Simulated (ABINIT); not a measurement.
Runs of ABINIT 10.8.3 (patched build) on GaN. It takes space group F-43m (No. 216, cubic). Conventional cell: a = 4.507 Å, b = 4.507 Å, c = 4.507 Å, α = 90.00°, β = 90.00°, γ = 90.00°. Ga (site symmetry -43m) is surrounded by 4 N at 1.95 Å. N (site symmetry -43m) is surrounded by 4 Ga at 1.95 Å. The cell is a database's computed one.

| task | level | potentials or basis | k mesh | cutoff (eV) | fine-grid cutoff | gap on the mesh (eV) |
| --- | --- | --- | --- | --- | --- | --- |
| band structure | LDA-Teter | JTH PAW LDA v2.0 | 10 × 10 × 10 | 680 | 1278.94 eV | (a) |
| single point | r2SCAN | JTH PAW PBE v2.0 | 8 × 8 × 8 | 816 | 1414.99 eV | 2.12 |
| single point | PBEsol | JTH PAW PBE v2.0 | 8 × 8 × 8 | 680 | 1278.94 eV | 1.66 |
| single point | PBE | JTH PAW PBE v2.0 | 6 × 6 × 6 | 680 | 1278.94 eV | 1.71 |

Alike in all rows: no spin polarisation; cell as given; smearing fermi-dirac 0.05 eV.

Q: Estimate the missing entries.

A: (a) 1.73.

A k mesh can miss the band edges, and the runs leave out spin-orbit coupling on Ga.
